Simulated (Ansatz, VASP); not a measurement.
Two plane-wave programs on Ti

```xyz
2
Lattice="2.9007 0.0000 0.0000 -1.4503 2.5121 0.0000 0.0000 0.0000 4.5927" Properties=species:S:1:pos:R:3 pbc="T T T"
Ti    0.0000    1.6747    1.1482
Ti    1.4503    0.8374    3.4445
```

Alike in both runs: functional PBEsol; k mesh 12 × 12 × 7; occupations fermi-dirac, width 0.05 eV; collinear spin.

Ansatz relaxed the structure, and its values are those at the end. VASP's run is a single point on that final structure, the one shown.

|  | VASP | Ansatz |
| --- | --- | --- |
| version | VASP 6.6.1 | Ansatz 0.2.0 |
| potentials or method | VASP PAW PBE potentials, release 64 (Ti_sv) | plane waves (420 eV) with PAW, scalar-relativistic |
| plane-wave cutoff (eV) | 520 | 420 |
| valence electrons in the cell | 24 | 24 |

```tsv
	VASP	Ansatz	Ansatz less VASP
pressure (GPa)	-0.2	0.0	+0.24
net moment per atom (μB)	0.00	0.00	0.000
```

With one functional, cell and mesh, what is left measures potentials, basis and numerics. Ansatz warned: «pseudo_functional_mismatch».

Caveats: the PAW data sets were made with another functional, which shifts forces and pressure a little (VASP).
